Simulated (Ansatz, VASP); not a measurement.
**Cr in VASP and in Ansatz**

```
Cr
1.0
     2.45805    0.00000    0.00000
    -1.22902    2.12873    0.00000
     0.00000    0.00000    4.38143
Cr
2
Direct
  0.00000 0.00000 0.00000
  0.33333 0.66667 0.50000
```

The cell was built by a generator and needn't be a form met in nature.

Alike in both runs: task relaxation of cell and atoms; functional PBEsol; k mesh 21 × 21 × 10; occupations gaussian, width 0.1 eV; no spin polarisation.

|  | VASP | Ansatz |
| --- | --- | --- |
| version | VASP 6.6.1 | Ansatz 0.2.0 |
| potentials or method | VASP PAW PBE potentials, release 64 (Cr_pv) | scalar-relativistic, plane waves, PAW |
| plane-wave cutoff (eV) | 600 | 420 |
| valence electrons in the cell | 24 | 28 |

```tsv
	VASP	Ansatz	Ansatz less VASP
gap on the k mesh at the Fermi level, each at its own relaxed structure (eV)	none	none	-
relaxed volume (Å³/atom)	11.46	11.49	+0.024
relaxed cell length with the largest relative difference (Å)	2.455	2.457	+0.0020
```

A gap of «none» marks a metal or a gap that the smearing closes. The two sets of potentials don't hold the same shells in valence.

Caveats: the PAW data sets were made with another functional, which shifts forces and pressure a little (VASP); the run has no spin polarisation, though such a crystal can be magnetic. Spin polarisation is off, so any magnetic state and its effect on volume and gap are missing.
